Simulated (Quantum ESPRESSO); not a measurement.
# BN (F-43m) in Quantum ESPRESSO: a series of runs, part 3 of 3

Quantum ESPRESSO 7.5. Earlier steps stand in the parts before.

### 6 Band structure, PBE

pw.in reads:

```
&CONTROL
  calculation = 'scf'
  prefix = 'pwscf'
  outdir = './tmp'
  pseudo_dir = './pseudo'
  tprnfor = .true.
  tstress = .true.
  disk_io = 'low'
/
&SYSTEM
  ibrav = 0
  nat = 2
  ntyp = 2
  ecutwfc = 84
  nbnd = 9
  occupations = 'smearing'
  smearing = 'fd'
  degauss = 0.00367493
/
&ELECTRONS
  conv_thr = 4d-10
  electron_maxstep = 120
  mixing_beta = 0.5
/
ATOMIC_SPECIES
N     14.0070 N.upf
B     10.8100 B.upf
CELL_PARAMETERS angstrom
   0.0000000000    1.8130010000    1.8130010000
   1.8130010000    0.0000000000    1.8130010000
   1.8130010000    1.8130010000    0.0000000000
ATOMIC_POSITIONS crystal
N      0.2500000000    0.2500000000    0.2500000000
B      0.0000000000    0.0000000000    0.0000000000
K_POINTS automatic
13 13 13 0 0 0
```

bands.in reads:

```
&CONTROL
  calculation = 'bands'
  prefix = 'pwscf'
  outdir = './tmp'
  pseudo_dir = './pseudo'
  disk_io = 'low'
  verbosity = 'high'
/
&SYSTEM
  ibrav = 0
  nat = 2
  ntyp = 2
  ecutwfc = 84
  nbnd = 9
  occupations = 'smearing'
  smearing = 'fd'
  degauss = 0.00367493
/
&ELECTRONS
  conv_thr = 1d-08
  electron_maxstep = 120
  mixing_beta = 0.5
  diago_full_acc = .true.
  startingwfc = 'random'
/
ATOMIC_SPECIES
N     14.0070 N.upf
B     10.8100 B.upf
CELL_PARAMETERS angstrom
   0.0000000000    1.8130010000    1.8130010000
   1.8130010000    0.0000000000    1.8130010000
   1.8130010000    1.8130010000    0.0000000000
ATOMIC_POSITIONS crystal
N      0.2500000000    0.2500000000    0.2500000000
B      0.0000000000    0.0000000000    0.0000000000
K_POINTS crystal
60
 0.0000000000  0.0000000000  0.0000000000 1
 0.0625000000  0.0000000000  0.0625000000 1
 0.1250000000  0.0000000000  0.1250000000 1
 0.1875000000  0.0000000000  0.1875000000 1
 0.2500000000  0.0000000000  0.2500000000 1
 0.3125000000  0.0000000000  0.3125000000 1
 0.3750000000  0.0000000000  0.3750000000 1
 0.4375000000  0.0000000000  0.4375000000 1
 0.5000000000  0.0000000000  0.5000000000 1
 0.5000000000  0.0625000000  0.5625000000 1
 0.5000000000  0.1250000000  0.6250000000 1
 0.5000000000  0.1875000000  0.6875000000 1
 0.5000000000  0.2500000000  0.7500000000 1
 0.4375000000  0.3125000000  0.7500000000 1
 0.3750000000  0.3750000000  0.7500000000 1
 0.3375000000  0.3375000000  0.6750000000 1
 0.3000000000  0.3000000000  0.6000000000 1
 0.2625000000  0.2625000000  0.5250000000 1
 0.2250000000  0.2250000000  0.4500000000 1
 0.1875000000  0.1875000000  0.3750000000 1
 0.1500000000  0.1500000000  0.3000000000 1
 0.1125000000  0.1125000000  0.2250000000 1
 0.0750000000  0.0750000000  0.1500000000 1
 0.0375000000  0.0375000000  0.0750000000 1
 0.0000000000  0.0000000000  0.0000000000 1
 0.0625000000  0.0625000000  0.0625000000 1
 0.1250000000  0.1250000000  0.1250000000 1
 0.1875000000  0.1875000000  0.1875000000 1
 0.2500000000  0.2500000000  0.2500000000 1
 0.3125000000  0.3125000000  0.3125000000 1
 0.3750000000  0.3750000000  0.3750000000 1
 0.4375000000  0.4375000000  0.4375000000 1
 0.5000000000  0.5000000000  0.5000000000 1
 0.5250000000  0.4500000000  0.5250000000 1
 0.5500000000  0.4000000000  0.5500000000 1
 0.5750000000  0.3500000000  0.5750000000 1
 0.6000000000  0.3000000000  0.6000000000 1
 0.6250000000  0.2500000000  0.6250000000 1
 0.5833333333  0.2500000000  0.6666666667 1
 0.5416666667  0.2500000000  0.7083333333 1
 0.5000000000  0.2500000000  0.7500000000 1
 0.5000000000  0.2857142857  0.7142857143 1
 0.5000000000  0.3214285714  0.6785714286 1
 0.5000000000  0.3571428571  0.6428571429 1
 0.5000000000  0.3928571429  0.6071428571 1
 0.5000000000  0.4285714286  0.5714285714 1
 0.5000000000  0.4642857143  0.5357142857 1
 0.5000000000  0.5000000000  0.5000000000 1
 0.4821428571  0.4821428571  0.5357142857 1
 0.4642857143  0.4642857143  0.5714285714 1
 0.4464285714  0.4464285714  0.6071428571 1
 0.4285714286  0.4285714286  0.6428571429 1
 0.4107142857  0.4107142857  0.6785714286 1
 0.3928571429  0.3928571429  0.7142857143 1
 0.3750000000  0.3750000000  0.7500000000 1
 0.6250000000  0.2500000000  0.6250000000 1
 0.5937500000  0.1875000000  0.5937500000 1
 0.5625000000  0.1250000000  0.5625000000 1
 0.5312500000  0.0625000000  0.5312500000 1
 0.5000000000  0.0000000000  0.5000000000 1
```

Potentials or basis: PseudoDojo 0.4.1 SR PBE standard.

Launch:

```sh
$ OMP_NUM_THREADS=1 pw.x -in pw.in > pw.out
$ OMP_NUM_THREADS=1 pw.x -in bands.in > bands.out
```

Run time: 24 s. Hardware: 1 thread of Intel Xeon Platinum 8259CL at 2.50GHz (Skylake/Cascade Lake), shared host; peak memory 0.09 GiB.

The run converged. Its results:

| Quantity | Value |
| --- | --- |
| Free energy | -364.7089 eV |
| Pressure | -0.8 GPa |
| Band gap on the k mesh | 4.60 eV, indirect (least direct gap 8.83 eV) |
| Band gap along the path | 4.52 eV, indirect (least direct gap 8.83 eV) |

Levels at the corners of the path, in eV from the valence-band top:
```csv
point,band 1,band 2,band 3,band 4,band 5,band 6,band 7,band 8,band 9
Γ,-20.11,0.00,0.00,0.00,8.83,8.83,8.83,10.22,24.57
X,-14.57,-8.85,-4.86,-4.86,4.52,9.29,17.77,17.77,20.60
W,-14.27,-7.54,-6.89,-6.44,9.61,13.23,14.55,14.55,19.16
K,-14.49,-8.07,-7.58,-4.04,6.95,12.86,15.72,16.54,18.61
Γ,-20.11,0.00,0.00,0.00,8.83,8.83,8.83,10.22,24.57
L,-15.93,-10.60,-1.93,-1.93,10.09,10.73,10.73,15.16,23.34
U,-14.49,-8.07,-7.58,-4.04,6.95,12.86,15.72,16.54,18.61
W,-14.27,-7.54,-6.89,-6.44,9.61,13.23,14.55,14.55,19.16
L,-15.93,-10.60,-1.93,-1.93,10.09,10.73,10.73,15.16,23.34
K,-14.49,-8.07,-7.58,-4.04,6.95,12.86,15.72,16.54,18.61
U,-14.49,-8.07,-7.58,-4.04,6.95,12.86,15.72,16.54,18.61
X,-14.57,-8.85,-4.86,-4.86,4.52,9.29,17.77,17.77,20.60
```

### 7 Overview

```csv
potentials or basis,cutoff (eV),gap on the mesh (eV),pressure (GPa)
Ansatz NC SR PBE,1238,4.53,-0.3
GBRV 1.5 PBE,612,4.54,-0.5
JTH 2.0 PBE,680,4.52,-1.0
PseudoDojo 0.4 SR PBE stringent,1143,4.60,-0.8
PseudoDojo 0.4.1 SR PBE standard,1143,4.60,-0.8
```

Alike in all rows: task band structure; level PBE; no spin polarisation; cell as given; k mesh 13 × 13 × 13; smearing fermi-dirac 0.05 eV.

Absolute energies hang on the potentials; compare differences alone.

### 8 Comparison with measurements

Step 2. Measured gap of BN: 6.4 eV (indirect; 300 K; a printed reference work, monograph). This calculation gives 4.46 eV (-1.94 eV). The value is that of PBE, without temperature or zero-point motion. Semilocal functionals fall short of measured gaps as a rule. The cell is a database's relaxed one, not the measured one, which moves gaps too.

Step 3. Measured gap of BN: 6.4 eV (indirect; 300 K; a printed reference work, monograph). This calculation gives 4.46 eV (-1.94 eV). The value is that of PBE, without temperature or zero-point motion. Semilocal functionals fall short of measured gaps as a rule. The cell is a database's relaxed one, not the measured one, which moves gaps too.

Step 4. Measured gap of BN: 6.4 eV (indirect; 300 K; a printed reference work, monograph). This calculation gives 4.45 eV (-1.95 eV). The value is that of PBE, without temperature or zero-point motion. Semilocal functionals fall short of measured gaps as a rule. The cell is a database's relaxed one, not the measured one, which moves gaps too.

Step 5. Measured gap of BN: 6.4 eV (indirect; 300 K; a printed reference work, monograph). This calculation gives 4.52 eV (-1.88 eV). The value is that of PBE, without temperature or zero-point motion. Semilocal functionals fall short of measured gaps as a rule. The cell is a database's relaxed one, not the measured one, which moves gaps too.

Step 6. Measured gap of BN: 6.4 eV (indirect; 300 K; a printed reference work, monograph). This calculation gives 4.52 eV (-1.88 eV). The value is that of PBE, without temperature or zero-point motion. Semilocal functionals fall short of measured gaps as a rule. The cell is a database's relaxed one, not the measured one, which moves gaps too.
